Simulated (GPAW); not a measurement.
The system is TiSe.

```xyz
4
Lattice="4.1784 0.0000 0.0000 0.0000 4.1784 0.0000 0.0000 0.0000 5.9844" Properties=species:S:1:pos:R:3 pbc="T T T"
Se    0.0000    2.0892    4.5515
Se    2.0892    0.0000    1.4329
Ti    0.0000    0.0000    0.0000
Ti    2.0892    2.0892    0.0000
```

The cell comes from a database or a generator and needn't be the stable form of this composition.

Base run:

| Item | Value |
| --- | --- |
| Program | GPAW 26.7.0 |
| Functional | PBEsol |
| Potentials or basis | PAW data sets generated in the run's folder for this functional |
| Cutoff | 600 eV |
| Basis | pw |
| k mesh | 6 × 6 × 4 |
| Occupations | fermi-dirac, width 0.05 eV |
| Spin | no spin polarisation |
| Hubbard terms | Ti d U = 1 eV |

Its results: pressure -2.4 GPa; largest force 0.163 eV/Å.

After a change of settings the same cell gave: pressure 13.8 GPa; largest force 2.194 eV/Å. Which change was it?
A. hubbard terms from Ti d U = 1 eV to Ti d U = 8 eV
B. hubbard terms from Ti d U = 1 eV to Ti d U = 4 eV
C. hubbard terms from Ti d U = 1 eV to none

A.

Caveats: this functional lacks dispersion, which binds the layers, so the pressure and a relaxed spacing across them are unreliable; U without spin polarisation on a metal has little footing (some runs); forces of over 1 eV/Å show positions far from the minimum, so gaps and moduli don't describe the material at rest (some runs).
